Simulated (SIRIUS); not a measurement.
Co: single point with PBEsol

The system is Co.

```
Co
1.0
     2.47200    0.00000    0.00000
    -1.23600    2.14081    0.00000
     0.00000    0.00000    4.02114
Co
2
Cartesian
  1.2570 0.6694 2.9866
  0.0418 1.3977 0.9655
```

The cell isn't the ideal one: atoms moved at random, drawn with an rms of 0.05 Å.

- Program: SIRIUS 7.12.0
- Task: single point
- Functional: PBEsol
- Potentials or basis: PseudoDojo 0.4.1 PBEsol standard (scalar relativistic)
- Cutoff: 1307 eV
- Density cutoff: 5227 eV
- k mesh: 12 × 12 × 7
- Occupations: fermi-dirac, width 0.05 eV
- Spin: collinear spin, ferromagnetic start
- Starting moments: [2.0, 2.0] μB

```yaml
Pressure: -5.7 GPa
Largest_force: 0.091 eV/Å
Band_gap_on_the_k_mesh: none (metal or under the smearing width)
Net_moment: 3.21 μB per cell
Absolute_moment: 3.50 μB per cell
```

Forces in eV/Å, atoms in the order of the input:
```
Co   0.053  0.037 -0.063
Co  -0.053 -0.037  0.063
```

Stress tensor (GPa, compression positive):
```
-5.08 -0.39 -0.03
-0.39 -4.53 -0.02
-0.03 -0.02 -7.56
```

It took 3.5 min on 4 threads of AMD EPYC 9R45 96-Core Processor (Zen 5), with other jobs on the host, peak memory 2.6 GiB.
